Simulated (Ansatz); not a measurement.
**GaP and a variant**

Base: a COD entry, whose atoms a relaxation with PBE at fixed cell left in place.

```
Ga P
1.0
     0.00000    2.72525    2.72525
     2.72525    0.00000    2.72525
     2.72525    2.72525    0.00000
Ga P
1 1
Direct
  0.00000 0.00000 0.00000
  0.25000 0.25000 0.25000
```

Sites (sets of like atoms) are named by element and the number of their first atom in this list.

All values are calculated (Ansatz; DFT, PBE, plane waves and PAW, scalar-relativistic, 420 eV cutoff, Γ-centred 14×14×14 k-points, Fermi–Dirac smearing 0.02 eV), not measured.

Problem. Variant: z compressed by 2 %, ions relaxed. What happens to the gradients (10²¹ V/m²)?

Solution. 

| site | atoms | V_zz base | η base | V_zz variant | η variant |
| --- | --- | --- | --- | --- | --- |
| Ga | 1 | 0.00 | – | 0.41 | 0.00 |
| P | 2 | 0.00 | – | -0.25 | 0.00 |

The largest change of V_zz is on Ga, from 0.00 to 0.41.
